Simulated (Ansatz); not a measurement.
# From three elastic constants to directional properties of ZnS

These are results of DFT PBE, scalar-relativistic, plane waves, PAW (Ansatz 0.2.0), not measurements. Settings: 420 eV plane-wave cutoff, Γ-centred 6×6×6 mesh, fixed occupations. No spin polarisation.

The cell is fixed (symmetry leaves no force on the atoms) and stands under 0.0 GPa:
Space group F-43m (No. 216). a = 5.444 Å, b = 5.444 Å, c = 5.444 Å, α = 90.00°, β = 90.00°, γ = 90.00°
```json
{"atom": "Zn", "site": "4a", "symmetry": "-43m", "x": "0.0000", "y": "0.0000", "z": "0.0000"}
{"atom": "S", "site": "4d", "symmetry": "-43m", "x": "0.2500", "y": "0.2500", "z": "0.7500"}
```

The cell is the ideal cubic zincblende prototype.

With ions relaxed, on the cubic axes: C11 = 97.0, C12 = 55.9, C44 = 46.1 GPa. The density is 4.011 g/cm³.

Q: Is the crystal stable against strain, and how anisotropic is it?

A: Born's conditions hold: C11 + 2C12 = 208.8, C11 − C12 = 41.1 and C44 = 46.1 GPa are all positive. B = (C11 + 2C12)/3 = 69.6 GPa. The two shear moduli are C44 and C′ = (C11 − C12)/2 = 20.6 GPa, so Zener's ratio is A = C44/C′ = 2.24: the tetragonal shear C′ is the soft one, as in many fcc and bcc metals and zincblende crystals. The Cauchy pressure C12 − C44 is 9.8 GPa; it would vanish for pair forces between atoms on inversion centres at zero pressure, and a positive value is usual with metallic or many-body binding, and where atoms off inversion centres relax under shear, which lowers C44.

Q: Give the sound speeds along the three symmetry directions.

A: The Christoffel equation gives ρv² for each branch:
```csv
direction,branch,ρv²,GPa,v (m/s)
[100],L,C11,97.0,4918
[100],T (×2),C44,46.1,3389
[110],L,(C11 + C12 + 2C44)/2,122.5,5526
[110],"T, u ∥ [001]",C44,46.1,3389
[110],"T, u ∥ [1-10]",(C11 − C12)/2,20.6,2264
[111],L,(C11 + 2C12 + 4C44)/3,131.0,5715
[111],T (×2),(C11 − C12 + C44)/3,29.1,2692
```

In a piezoelectric crystal some branches stiffen further, which is left out.

Q: How does Young's modulus depend on direction?

A: Inverting gives S11 = 17.802, S12 = -6.506, S44 = 21.711 TPa⁻¹. Along a unit vector (l, m, n), 1/E = S11 − 2(S11 − S12 − S44/2)(l²m² + m²n² + n²l²), where the last bracket is 0, 1/4 and 1/3 for [100], [110] and [111]: E = 56, 90 and 113 GPa. With A > 1 the body diagonal is stiffest. For a film on (001), the biaxial modulus is C11 + C12 − 2C12²/C11 = 89 GPa and the normal strain is −2C12/C11 = -1.15 times the in-plane one.

Cost: 2 runs of about 2.2 core-minutes in all, on Intel Xeon Processor @ 2.50GHz (Skylake/Cascade Lake) (shared hosts).

Zincblende ZnS resists compression far better than it resists tetragonal shear, and the bond geometry explains why. The Zn–S bonds lie along the body diagonals, so a volume-conserving tetragonal strain leaves their lengths unchanged to first order and mainly bends the bond angles. The partly ionic character of ZnS weakens these angular forces, which keeps C′ at 20.6 GPa. Shear governed by C44 also stretches and compresses bonds, although the sublattices relieve part of this by shifting against each other. Young's modulus therefore doubles from 56 GPa along the cube axis to 113 GPa along the bonds. The same soft shear lets a strained (001) film change its thickness by more than its in-plane strain.

PBE tends to make such bonds slightly too long and too soft, so the absolute moduli are probably somewhat low, while the order of the directions should be more robust. Stability against uniform strain doesn't settle whether zincblende lies below the closely competing wurtzite form.
